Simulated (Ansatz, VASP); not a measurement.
# One calculation of Br, two programs

File INCAR:

```
SYSTEM = Br
PREC = Accurate
ENCUT = 520
EDIFF = 1E-6
ISMEAR = -1
SIGMA = 0.1
LREAL = .FALSE.
LASPH = .TRUE.
NELM = 100
ALGO = Normal
ISIF = 2
LWAVE = .FALSE.
LCHARG = .FALSE.
NBANDS = 10
```

File KPOINTS:

```
regular mesh
0
G
  14 14 14
  0 0 0
```

The input POSCAR:

```
Br
1.0
    0.0000000000      2.1614022331      2.1614022331
    2.1614022331      0.0000000000      2.1614022331
    2.1614022331      2.1614022331      0.0000000000
Br
1
Direct
    0.0000000000      0.0000000000      0.0000000000
```

Input for Ansatz:

```yaml
crystal:
  lattice:
    - [0.0, 2.1614022331, 2.1614022331]
    - [2.1614022331, 0.0, 2.1614022331]
    - [2.1614022331, 2.1614022331, 0.0]
  atoms:
    - { symbol: Br, position: [0.0, 0.0, 0.0] }
kpoints:
  mp_grid: { grid: [14, 14, 14] }
scf:
  occupations: { method: fermi_dirac, width: 0.1 }
hamiltonian:
  xc: lda
  pseudopotentials: { kind: all_electron, lapw: { basis_error: 0.001 } }
output:
  forces: true
  stress: true
  eigenvalues: true
  populations: true
```

Change from the starting cell: volume scaled by 0.88, LAPW.

Alike in both runs: task single point; functional LDA; k mesh 14 × 14 × 14; occupations fermi-dirac, width 0.1 eV; no spin polarisation.

|  | VASP | Ansatz |
| --- | --- | --- |
| version | VASP 6.6.1 | Ansatz 0.2.0 |
| potentials or method | VASP PAW LDA potentials, release 64 (Br) | all-electron LAPW, scalar-relativistic |
| plane-wave cutoff (eV) | 520 | see its input |

Ansatz gave:

| Item | Value |
| --- | --- |
| pressure (GPa) | 8.3 |

Estimate VASP's values.

pressure (GPa): 8.4.

Ansatz ran all-electron here, so the differences hold the error of VASP's frozen core and of both bases.

Caveats: an odd number of electrons without spin polarisation forces a metal; a magnetic or distorted state may lie lower.
